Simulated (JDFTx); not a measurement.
# Fe2O3 (Hematite) (R-3c) in JDFTx: notebook

The runs below take Fe2O3 (Hematite) through single point, with PBE+U.

All numbers are computed with JDFTx 1.7.0 (patched build); they aren't measurements. Logs are shortened: lines on timing, memory, paths and dates and some standing lists are left out, and cuts for length are marked. The log counts tension as positive stress, the text compression.

## (1) Starting point

It takes space group R-3c (No. 167, trigonal). Conventional cell: a = 5.038 Å, b = 5.038 Å, c = 13.772 Å, α = 90.00°, β = 90.00°, γ = 120.00°. Around Fe (site symmetry 3) lie 6 O at 1.95 to 2.12 Å. Around O (site symmetry 2) lie 4 Fe at 1.95 to 2.12 Å.

## (2) Single point, PBE+U, collinear spin, ferromagnetic start

The input, Fe2O3.in:

```
lattice \
    2.5190000000    -2.5190000000     0.0000000000 \
    1.4543453281     1.4543453281    -2.9086906562 \
    4.5906666667     4.5906666667     4.5906666667
latt-scale 1.889726124626 1.889726124626 1.889726124626
coords-type Lattice
ion Fe     0.3553000000     0.3553000000     0.3553000000 1
ion Fe     0.1447000000     0.1447000000     0.1447000000 1
ion Fe     0.6447000000     0.6447000000     0.6447000000 1
ion Fe     0.8553000000     0.8553000000     0.8553000000 1
ion O      0.5559000000     0.2500000000     0.9441000000 1
ion O      0.2500000000     0.9441000000     0.5559000000 1
ion O      0.9441000000     0.5559000000     0.2500000000 1
ion O      0.4441000000     0.7500000000     0.0559000000 1
ion O      0.7500000000     0.0559000000     0.4441000000 1
ion O      0.0559000000     0.4441000000     0.7500000000 1

ion-species pseudo/Fe.upf
ion-species pseudo/O.upf
elec-cutoff 45 360
elec-ex-corr gga-PBE
kpoint-folding 2 2 2
elec-smearing Fermi 0.0018374661
elec-n-bands 69
spintype z-spin
initial-magnetic-moments Fe 3 3 3 3
elec-initial-magnetization 12 no
add-U Fe d 0.073499
electronic-SCF nIterations 100 energyDiffThreshold 1e-09
electronic-minimize nIterations 30 energyDiffThreshold 1e-7
converge-empty-states yes
forces-output-coords Cartesian

dump-name run.$VAR
dump End Ecomponents EigStats BandEigs Kpoints Forces Stress RhoAtom
```

Potentials or basis: PseudoDojo-SR-PBE-0.5-standard with smoothed tails.

Launch:

```sh
$ jdftx -c 1 -i Fe2O3.in -o Fe2O3.out
```

Output:

```text
*************** JDFTx 1.7.0 (patched build) ***************

Input parsed successfully to the following command list (including defaults):
[... the input with its defaults ...]

---------- Setting up symmetries ----------

Non-trivial transmission matrix:
[   1   0   0  ]
[  -1   1   0  ]
[   0  -1   1  ]
with reduced lattice vectors:
[      9.520440     -4.760220      0.000000  ]
[      0.000000      8.244943     -5.496629  ]
[      0.000000      0.000000      8.675103  ]

Found 12 point-group symmetries of the bravais lattice
Found 12 space-group symmetries with basis
Applied RMS atom displacement 2.18438e-16 bohrs to make symmetries exact.

---------- Initializing the Grid ----------
R =
[      4.76022     -4.76022            0  ]
[      2.74831      2.74831     -5.49663  ]
[       8.6751       8.6751       8.6751  ]
unit cell volume = 680.956
G =
[   0.659968   0.381033   0.241426  ]
[  -0.659968   0.381033   0.241426  ]
[ 5.0901e-19  -0.762065   0.241426  ]
Minimum fftbox size, Smin = [  88  88  88  ]
Chosen fftbox size, S = [  90  90  90  ]

---------- Initializing tighter grid for wavefunction operations ----------
R =
[      4.76022     -4.76022            0  ]
[      2.74831      2.74831     -5.49663  ]
[       8.6751       8.6751       8.6751  ]
unit cell volume = 680.956
G =
[   0.659968   0.381033   0.241426  ]
[  -0.659968   0.381033   0.241426  ]
[ 5.0901e-19  -0.762065   0.241426  ]
Minimum fftbox size, Smin = [  64  64  64  ]
Chosen fftbox size, S = [  64  64  64  ]

---------- Exchange Correlation functional ----------
Initalized PBE GGA exchange.
Initalized PBE GGA correlation.

---------- Setting up pseudopotentials ----------
Width of ionic core gaussian charges (only for fluid interactions / plotting) set to 0

Reading pseudopotential file 'pseudo/Fe.upf':
  'Fe' pseudopotential, 'PBE' functional
  Generated using ONCVPSP code by D. R. Hamann
  16 valence electrons, 4 orbitals, 6 projectors, 1001 radial grid points, with lMax = 2
    3S    l: 0   occupation:  2.0   eigenvalue: -3.455091
    3P    l: 1   occupation:  6.0   eigenvalue: -2.206534
    3D    l: 2   occupation:  6.0   eigenvalue: -0.275801
    4S    l: 0   occupation:  2.0   eigenvalue: -0.194482
  Core radius for overlap checks: 1.56 bohrs.

Reading pseudopotential file 'pseudo/O.upf':
  'O' pseudopotential, 'PBE' functional
  Generated using ONCVPSP code by D. R. Hamann
  6 valence electrons, 2 orbitals, 5 projectors, 936 radial grid points, with lMax = 2
    2S    l: 0   occupation:  2.0   eigenvalue: -0.880572
    2P    l: 1   occupation:  4.0   eigenvalue: -0.331869
  Core radius for overlap checks: 1.39 bohrs.

Initialized 2 species with 10 total atoms.

Folded 1 k-points by 2x2x2 to 8 k-points.

---------- Setting up k-points, bands, fillings ----------
Reduced to 4 k-points under symmetry.
Computing the number of bands and number of electrons
Calculating initial fillings.
nElectrons: 100.000000   nBands: 69   nStates: 8

----- Setting up reduced wavefunction bases (one per k-point) -----
average nbasis = 9811.375 , ideal nbasis = 9818.205

---------- Setting up ewald sum ----------
Optimum gaussian width for ewald sums = 2.441943 bohr.
Real space sum over 729 unit cells with max indices [  4  4  4  ]
Reciprocal space sum over 4913 terms with max indices [  8  8  8  ]

---------- Allocating electronic variables ----------
Initializing wave functions:  linear combination of atomic orbitals
Note: number of bands (69) exceeds available atomic orbitals (64)
Fe (M=3) pseudo-atom majority spin occupations:   s ( 1 0.5 )  p ( 3 )  d ( 5 )
Fe (M=3) pseudo-atom minority spin occupations:   s ( 1 0 )  p ( 3 )  d ( 2.5 )
O pseudo-atom occupations:   s ( 2 )  p ( 4 )
	FillingsUpdate:  mu: +1.884713097  nElectrons: 100.000000  magneticMoment: [ Abs: 0.25649  Tot: +0.14339 ]
LCAOMinimize: Iter:   0  F: -554.6512193301581419  |grad|_K:  2.995e-02  alpha:  1.000e+00
	FillingsUpdate:  mu: +0.606443973  nElectrons: 100.000000  magneticMoment: [ Abs: 14.37830  Tot: +14.37830 ]
LCAOMinimize: Iter:   1  F: -580.7552426023042926  |grad|_K:  1.662e-02  alpha:  4.321e-01  linmin:  1.026e-01  cgtest: -5.356e-01
LCAOMinimize: 	Bad step direction: g.d > 0.
[... 76 lines of inner loops ...]
LCAOMinimize: 	Predicted alpha/alphaT>3.000000, increasing alphaT to 9.425125e-01.
	FillingsUpdate:  mu: +0.462187007  nElectrons: 100.000000  magneticMoment: [ Abs: 12.16757  Tot: +11.99581 ]
LCAOMinimize: Iter:  30  F: -583.2428666597926394  |grad|_K:  7.096e-06  alpha:  1.245e+00  linmin: -2.713e-03  cgtest:  4.333e-02
LCAOMinimize: None of the convergence criteria satisfied after 30 iterations.

-------- Electronic minimization -----------
Will mix electronic density at each iteration.
	FillingsUpdate:  mu: +0.462187007  nElectrons: 100.000000  magneticMoment: [ Abs: 12.16757  Tot: +11.99581 ]
	FillingsUpdate:  mu: +0.451388527  nElectrons: 100.000000  magneticMoment: [ Abs: 12.16757  Tot: +11.99581 ]
SCF: Cycle:  0   F: -583.525004765889094   dF: -2.821e-01   |Residual|: 4.456e-01   |deigs|: 4.689e-02
	FillingsUpdate:  mu: +0.430771754  nElectrons: 100.000000  magneticMoment: [ Abs: 12.35234  Tot: +12.05320 ]
SCF: Cycle:  1   F: -583.585400366760155   dF: -6.040e-02   |Residual|: 5.568e-01   |deigs|: 2.604e-02
	FillingsUpdate:  mu: +0.422730092  nElectrons: 100.000000  magneticMoment: [ Abs: 12.85562  Tot: +12.57071 ]
SCF: Cycle:  2   F: -583.645472746696555   dF: -6.007e-02   |Residual|: 3.861e-01   |deigs|: 1.209e-02
	FillingsUpdate:  mu: +0.424179682  nElectrons: 100.000000  magneticMoment: [ Abs: 13.64654  Tot: +13.42474 ]
SCF: Cycle:  3   F: -583.627400038603582   dF: +1.807e-02   |Residual|: 5.477e-01   |deigs|: 3.822e-03
	FillingsUpdate:  mu: +0.417370456  nElectrons: 100.000000  magneticMoment: [ Abs: 12.52772  Tot: +11.92390 ]
SCF: Cycle:  4   F: -583.619445292239220   dF: +7.955e-03   |Residual|: 4.756e-01   |deigs|: 5.465e-03
	FillingsUpdate:  mu: +0.420563594  nElectrons: 100.000000  magneticMoment: [ Abs: 11.39720  Tot: +9.71867 ]
SCF: Cycle:  5   F: -583.593552989282898   dF: +2.589e-02   |Residual|: 5.720e-01   |deigs|: 9.476e-03
	FillingsUpdate:  mu: +0.417408050  nElectrons: 100.000000  magneticMoment: [ Abs: 12.03906  Tot: +11.00851 ]
SCF: Cycle:  6   F: -583.612597637171916   dF: -1.904e-02   |Residual|: 4.075e-01   |deigs|: 4.794e-03
	FillingsUpdate:  mu: +0.422071829  nElectrons: 100.000000  magneticMoment: [ Abs: 14.48932  Tot: +14.36322 ]
SCF: Cycle:  7   F: -583.654658952283512   dF: -4.206e-02   |Residual|: 4.571e-01   |deigs|: 1.608e-02
	FillingsUpdate:  mu: +0.432226875  nElectrons: 100.000000  magneticMoment: [ Abs: 18.21628  Tot: +18.21537 ]
SCF: Cycle:  8   F: -583.663509253830625   dF: -8.850e-03   |Residual|: 4.308e-01   |deigs|: 1.578e-02
	FillingsUpdate:  mu: +0.432475695  nElectrons: 100.000000  magneticMoment: [ Abs: 18.43927  Tot: +18.43831 ]
SCF: Cycle:  9   F: -583.670406249037114   dF: -6.897e-03   |Residual|: 3.920e-01   |deigs|: 1.082e-03
	FillingsUpdate:  mu: +0.432742410  nElectrons: 100.000000  magneticMoment: [ Abs: 18.53983  Tot: +18.53878 ]
SCF: Cycle: 10   F: -583.672083277397974   dF: -1.677e-03   |Residual|: 3.758e-01   |deigs|: 3.405e-04
	FillingsUpdate:  mu: +0.431052310  nElectrons: 100.000000  magneticMoment: [ Abs: 17.88665  Tot: +17.88572 ]
SCF: Cycle: 11   F: -583.675881103090319   dF: -3.798e-03   |Residual|: 4.428e-01   |deigs|: 2.617e-03
	FillingsUpdate:  mu: +0.430848042  nElectrons: 100.000000  magneticMoment: [ Abs: 18.00284  Tot: +18.00197 ]
SCF: Cycle: 12   F: -583.682766786467482   dF: -6.886e-03   |Residual|: 4.063e-01   |deigs|: 9.702e-04
	FillingsUpdate:  mu: +0.431259168  nElectrons: 100.000000  magneticMoment: [ Abs: 18.63125  Tot: +18.63018 ]
SCF: Cycle: 13   F: -583.693187103492733   dF: -1.042e-02   |Residual|: 2.842e-01   |deigs|: 3.449e-03
	FillingsUpdate:  mu: +0.431269940  nElectrons: 100.000000  magneticMoment: [ Abs: 19.24417  Tot: +19.24297 ]
SCF: Cycle: 14   F: -583.698888404829859   dF: -5.701e-03   |Residual|: 1.640e-01   |deigs|: 2.919e-03
	FillingsUpdate:  mu: +0.430954698  nElectrons: 100.000000  magneticMoment: [ Abs: 19.86142  Tot: +19.86028 ]
SCF: Cycle: 15   F: -583.703556870675129   dF: -4.668e-03   |Residual|: 4.291e-02   |deigs|: 3.067e-03
	FillingsUpdate:  mu: +0.430358790  nElectrons: 100.000000  magneticMoment: [ Abs: 19.99598  Tot: +19.99491 ]
SCF: Cycle: 16   F: -583.704272151889882   dF: -7.153e-04   |Residual|: 2.642e-02   |deigs|: 1.277e-03
	FillingsUpdate:  mu: +0.430196880  nElectrons: 100.000000  magneticMoment: [ Abs: 20.02083  Tot: +20.01969 ]
SCF: Cycle: 17   F: -583.704255321634719   dF: +1.683e-05   |Residual|: 2.202e-02   |deigs|: 2.457e-04
	FillingsUpdate:  mu: +0.430209069  nElectrons: 100.000000  magneticMoment: [ Abs: 19.94868  Tot: +19.94769 ]
SCF: Cycle: 18   F: -583.704286789202797   dF: -3.147e-05   |Residual|: 9.587e-03   |deigs|: 2.932e-04
	FillingsUpdate:  mu: +0.430358711  nElectrons: 100.000000  magneticMoment: [ Abs: 19.93338  Tot: +19.93238 ]
SCF: Cycle: 19   F: -583.704304757059390   dF: -1.797e-05   |Residual|: 4.025e-03   |deigs|: 1.934e-04
	FillingsUpdate:  mu: +0.430389805  nElectrons: 100.000000  magneticMoment: [ Abs: 19.92675  Tot: +19.92574 ]
SCF: Cycle: 20   F: -583.704305590802164   dF: -8.337e-07   |Residual|: 1.869e-03   |deigs|: 3.972e-05
	FillingsUpdate:  mu: +0.430377039  nElectrons: 100.000000  magneticMoment: [ Abs: 19.92407  Tot: +19.92305 ]
SCF: Cycle: 21   F: -583.704305592233482   dF: -1.431e-09   |Residual|: 1.139e-03   |deigs|: 1.669e-05
	FillingsUpdate:  mu: +0.430382111  nElectrons: 100.000000  magneticMoment: [ Abs: 19.92239  Tot: +19.92137 ]
SCF: Cycle: 22   F: -583.704305717768648   dF: -1.255e-07   |Residual|: 6.150e-04   |deigs|: 2.492e-05
	FillingsUpdate:  mu: +0.430386916  nElectrons: 100.000000  magneticMoment: [ Abs: 19.92040  Tot: +19.91938 ]
SCF: Cycle: 23   F: -583.704305744808266   dF: -2.704e-08   |Residual|: 8.509e-05   |deigs|: 1.672e-05
	FillingsUpdate:  mu: +0.430385663  nElectrons: 100.000000  magneticMoment: [ Abs: 19.92026  Tot: +19.91924 ]
SCF: Cycle: 24   F: -583.704305746475256   dF: -1.667e-09   |Residual|: 3.095e-05   |deigs|: 6.657e-06
	FillingsUpdate:  mu: +0.430384749  nElectrons: 100.000000  magneticMoment: [ Abs: 19.92024  Tot: +19.91922 ]
SCF: Cycle: 25   F: -583.704305746904424   dF: -4.292e-10   |Residual|: 1.049e-05   |deigs|: 5.419e-06
	FillingsUpdate:  mu: +0.430384297  nElectrons: 100.000000  magneticMoment: [ Abs: 19.92022  Tot: +19.91920 ]
SCF: Cycle: 26   F: -583.704305747065973   dF: -1.615e-10   |Residual|: 6.424e-06   |deigs|: 5.487e-06
SCF: Converged (|Delta E|<1.000000e-09 for 2 iters).

Setting wave functions to eigenvectors of Hamiltonian
Converging empty states (this may take a while): |deigs|: 3.009e-04

# Stress tensor in Cartesian coordinates [Eh/a0^3]:
[ -0.000495819            0            0  ]
[            0 -0.000495819            0  ]
[            0            0  -0.00035301  ]

# Ionic positions in lattice coordinates:
ion Fe   0.355300000000000   0.355300000000000   0.355300000000000 1
ion Fe   0.144700000000000   0.144700000000000   0.144700000000000 1
ion Fe   0.644700000000000   0.644700000000000   0.644700000000000 1
ion Fe   0.855300000000000   0.855300000000000   0.855300000000000 1
ion O   0.555900000000000   0.250000000000000   0.944100000000000 1
ion O   0.250000000000000   0.944100000000000   0.555900000000000 1
ion O   0.944100000000000   0.555900000000000   0.250000000000000 1
ion O   0.444100000000000   0.750000000000000   0.055900000000000 1
ion O   0.750000000000000   0.055900000000000   0.444100000000000 1
ion O   0.055900000000000   0.444100000000000   0.750000000000000 1

# Forces in Cartesian coordinates:
force Fe   0.000000000000000  -0.000000000000001  -0.002281483752604 1
force Fe  -0.000000000000001  -0.000000000000000   0.002281483752604 1
force Fe   0.000000000000000   0.000000000000000   0.002281483752603 1
force Fe   0.000000000000000  -0.000000000000000  -0.002281483752603 1
force O  -0.001127903188332  -0.001953585628194   0.000000000000000 1
force O  -0.001127903188332   0.001953585628194   0.000000000000000 1
force O   0.002255806376664   0.000000000000000   0.000000000000000 1
force O   0.001127903188332   0.001953585628194  -0.000000000000000 1
force O   0.001127903188332  -0.001953585628194  -0.000000000000000 1
force O  -0.002255806376664   0.000000000000000  -0.000000000000000 1

# Energy components:
   Eewald =     -380.7320783136122486
       EH =      174.2898998497394416
     Eloc =     -551.1324656062005261
      Enl =      -43.3585786318373749
      Exc =      -96.3868206231218636
 Exc_core =       16.6752334921612579
       KE =      296.8147981190224414
        U =        0.1262476944255758
-------------------------------------
     Etot =     -583.7037640194231471
       TS =        0.0005417276428222
-------------------------------------
        F =     -583.7043057470659733

IonicMinimize: Iter:   0  F: -583.704305747065973  |grad|_K:  1.308e-03
IonicMinimize: None of the convergence criteria satisfied after 0 iterations.

#--- Lowdin population analysis ---
# oxidation-state Fe +1.669 +1.669 +1.669 +1.669
# magnetic-moments Fe +4.138 +4.138 +4.138 +4.138
# oxidation-state O -1.014 -1.014 -1.014 -1.014 -1.014 -1.014
# magnetic-moments O +0.542 +0.542 +0.542 +0.542 +0.542 +0.542

Dumping 'run.eigStats' ...
	eMin: -2.931777 at state 0 ( [ +0.000000 +0.000000 +0.000000 ] spin 1 )
	HOMO: +0.427344 at state 0 ( [ +0.000000 +0.000000 +0.000000 ] spin 1 )
	mu  : +0.430384
	LUMO: +0.436120 at state 5 ( [ +0.000000 +0.000000 +0.500000 ] spin -1 )
	eMax: +0.921769 at state 6 ( [ +0.000000 +0.500000 +0.500000 ] spin -1 )
	HOMO-LUMO gap: +0.008776
	Optical gap  : +0.076971 at state 5 ( [ +0.000000 +0.000000 +0.500000 ] spin -1 )
Done!
```

Wall time 7.5 min (1 thread of Intel Xeon 6975P-C (Granite Rapids), shared host); peak memory 0.6 GiB.

The run converged, but some of its settings lie outside the range that counts as converged, so its numbers aren't taken as properties of the crystal.

What came out:

```yaml
Free_energy: -15883.4033 eV
Pressure: 13.2 GPa
Largest_force: 0.117 eV/Å
Band_gap_on_the_k_mesh: 0.24 eV, indirect (least direct gap 0.39 eV)
Net_moment: 19.92 μB per cell
Absolute_moment: 19.92 μB per cell
Site_moments: Fe +4.14; O +0.54 μB
Loewdin_charges: Fe +1.67; O -1.01 e
```

Caveat: the k mesh is coarse (spacing up to 0.76 Å⁻¹), so the values aren't converged; the atomic charges don't sum to the cell's charge; only a ferromagnetic start was run, and an antiferromagnetic order may lie lower in energy.

## (3) Single point, PBE+U, collinear spin, ferromagnetic start

Changes to Fe2O3.in since step 2:

```diff
@@ -27,3 +27,3 @@
 elec-initial-magnetization 12 no
-add-U Fe d 0.073499
+add-U Fe d 0.146997
 electronic-SCF nIterations 100 energyDiffThreshold 1e-09
```

Potentials or basis: PseudoDojo-SR-PBE-0.5-standard with smoothed tails.

Launch:

```sh
$ jdftx -c 1 -i Fe2O3.in -o Fe2O3.out
```

Run time: 5.2 min. Hardware: 1 thread of Intel Xeon 6975P-C (Granite Rapids), shared host; peak memory 0.58 GiB.

The run converged, but some of its settings lie outside the range that counts as converged, so its numbers aren't taken as properties of the crystal.

Results:

| Item | Value |
| --- | --- |
| Free energy | -15878.1584 eV |
| Pressure | 4.3 GPa |
| Largest force | 0.939 eV/Å |
| Net moment | 12.01 μB per cell |
| Absolute moment | 14.06 μB per cell |
| Site moments | Fe +3.23; O -0.17 μB |
| Loewdin charges | Fe +1.41; O -0.86 e |

Caveat: the k mesh is coarse (spacing up to 0.76 Å⁻¹), so the values aren't converged; only a ferromagnetic start was run, and an antiferromagnetic order may lie lower in energy.
